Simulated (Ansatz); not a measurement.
Input and output of a one-shot G0W0 calculation on MgO built on the rocksalt prototype (Ansatz 0.2.0, G0W0@HSE06 with 69 empty bands, a screening cutoff of 140 eV and a 6×6×6 mesh). Cell and atoms come from a relaxation with r2SCAN.

input.yaml:
```yaml
crystal:
  lattice:
    - [0.0, 2.1021674163, 2.1021674163]
    - [2.1021674163, 0.0, 2.1021674163]
    - [2.1021674163, 2.1021674163, 0.0]
  atoms:
    - { symbol: Mg, position: [0.0, 0.0, 0.0] }
    - { symbol: O, position: [0.5, 0.5, 0.5] }
kpoints:
  mp_grid: { grid: [6, 6, 6] }
hamiltonian:
  xc: hse06
scf:
  occupations: { method: fixed }
gw:
  n_empty_bands: 69
  ecut_chi: 140
  qp_bands: [v2, c2]
  qp_kpoints: band_edges
  screening: { model: contour_deformation }
```

Command: `ansatz run input.yaml --threads 2 --pin off --max-ram 3686MiB --backend cpu --events-out ev --progress --plain --runs-dir out`.

Task: It ran on 2 threads of Intel(R) Xeon(R) Platinum 8259CL CPU @ 2.50GHz (Skylake/Cascade Lake), with other jobs on the host. About how long did it take, and what peak of host memory did it reach?

Result: About 24 s, with a peak of 0.62 GiB.

Main lines of the log:
```
Functional definition: HSE06
Crystal: 2 atoms, lattice volume = 18.579 Å³
Basis set: ecut = 420 eV, 339 PW (Γ)
Bands: 12, of which v1, the nominal top of the filled ones, is band 8 counted from 1 (7 counted from 0)
Symmetry: 48 space group operations
Space group: Fm-3m (ITA 225)
k-points: 16 of 216
[warm-up without exact exchange]
SCF iter   1: HF=-2494.127900 eV  Δρ=6.59e-4  dr2=2.85e-5
SCF iter   2: HF=-2494.128022 eV  Δρ=3.28e-4  dr2=4.96e-6
SCF 1 stopped early in 2 iterations: F = -2494.128060 eV  dr2 = 4.96e-6
[exact exchange on]
Exchange kernel: α = 0.2500, screened, ω = 0.2079 Å⁻¹, Wigner–Seitz truncation, v(0) = 1038.3380 eV·Å³, q-mesh 6×6×6
SCF 2 stopped early in 6 iterations: F = -2494.348729 eV  dr2 = 2.33e-6
hybrid outer 1: dexx = +3.379e-3 eV, tail = 3.75e-5 eV
SCF 3 converged in 2 iterations: F = -2494.348695 eV  dr2 = 4.11e-8
hybrid outer 2: dexx = +1.257e-7 eV, tail = 1.00e-7 eV, Δε = 3.71e-3 eV
hybrid SCF converged: 2 outer / 8 inner (+2 warm-up)
Free energy (F): -2494.348695 eV
Fermi energy:    6.948447 eV
--- G₀W₀: contour deformation, 6 samples at zero and on the imaginary axis and 3 off it, 216 q-points, 69 empty bands' worth ---
    ik  band        ε_KS         Σx   Σc(E_QP)       V_xc       Z   E_QP_lin       E_QP  E_QP is
     0     7      6.9484   -26.4558     3.7517   -22.1420  0.8203     6.3845     6.3864  root
     0     8      6.9484   -26.4558     3.7517   -22.1420  0.8203     6.3845     6.3864  root
     0     9     13.4909    -9.6385    -3.5279   -14.1093  0.8693    14.4374    14.4338  root
     0    10     24.7669    -3.6550    -4.4422    -8.8616  0.8632    25.5355    25.5313  root
     1     7      6.7576   -26.2756     3.7738   -21.9147  0.8198     6.1682     6.1704  root
     1     8      6.7576   -26.2756     3.7738   -21.9147  0.8198     6.1682     6.1704  root
     1     9     14.9513   -10.3133    -3.5591   -14.9097  0.8623    15.9932    15.9885  root
     1    10     22.3986    -4.4126    -4.4018    -9.5918  0.8593    23.1800    23.1759  root
     2     7      6.4000   -25.9675     3.8183   -21.5181  0.8187     5.7664     5.7690  root
     2     8      6.4000   -25.9675     3.8183   -21.5181  0.8187     5.7664     5.7690  root
     2     9     16.5058    -8.1952    -3.8329   -12.9804  0.8657    17.4624    17.4581  root
     2    10     21.4323    -8.0392    -4.4794   -13.6247  0.8412    22.5474    22.5384  root
     3     7      6.2318   -25.8332     3.8397   -21.3434  0.8181     5.5790     5.5818  root
     3     8      6.2318   -25.8332     3.8397   -21.3434  0.8181     5.5790     5.5818  root
     3     9     16.6868    -6.7678    -3.8670   -11.4807  0.8717    17.5360    17.5326  root
     3    10     21.9080   -10.1940    -4.7192   -16.2248  0.8258    23.2342    23.2196  root
     4     7      6.5280   -26.1088     3.7882   -21.7039  0.8195     5.9089     5.9113  root
     4     8      6.5280   -26.1088     3.7882   -21.7039  0.8195     5.9089     5.9113  root
     4     9     15.4634   -10.6422    -3.5924   -15.3188  0.8592    16.5529    16.5476  root
     4    10     21.5511    -3.4396    -4.2821    -8.4012  0.8682    22.2333    22.2306  root
     8     7      5.9436   -25.4906     3.8050   -20.9982  0.8188     5.2528     5.2561  root
     8     8      6.5993   -26.1202     3.7991   -21.7145  0.8191     5.9902     5.9926  root
     8     9     16.5840   -10.2700    -3.7720   -15.1539  0.8562    17.7021    17.6959  root
     8    10     21.1223    -5.1247    -4.2805   -10.2357  0.8602    21.9570    21.9527  root
     9     7      5.8013   -25.6626     3.8681   -21.0948  0.8177     5.0981     5.1015  root
     9     8      5.8013   -25.6626     3.8681   -21.0948  0.8177     5.0981     5.1015  root
     9     9     18.3016    -9.5680    -4.0604   -14.7709  0.8554    19.4513    19.4441  root
     9    10     18.7776    -3.6854    -4.0224    -8.3770  0.8762    19.4491    19.4468  root
    12     7      5.4822   -25.5169     3.9068   -20.8783  0.8167     4.7467     4.7505  root
    12     8      5.4822   -25.5169     3.9068   -20.8783  0.8167     4.7467     4.7505  root
    12     9     17.8299    -3.7999    -3.9241    -8.3878  0.8786    18.4957    18.4936  root
    12    10     18.9459    -7.0595    -4.1441   -12.1713  0.8750    19.9182    19.9136  root
```

The points are ik 0 = (0, 0, 0) (Γ), ik 1 = (0, 0, 1/6), ik 2 = (0, 0, 1/3), ik 3 = (0, 0, -1/2), ik 4 = (0, 1/6, 1/6), ik 8 = (0, 1/6, -1/6), ik 9 = (0, 1/3, 1/3), ik 12 = (0, -1/2, -1/2); band 8 is the last filled one.

G0W0 moves the gap on the mesh from 6.54 eV (HSE06) to 8.05 eV (direct at Γ). Renormalisation factors Z lie between 0.82 and 0.88. No extrapolation in bands, cutoff or mesh was made for G0W0.

No spin polarisation and no zero-point or thermal motion.
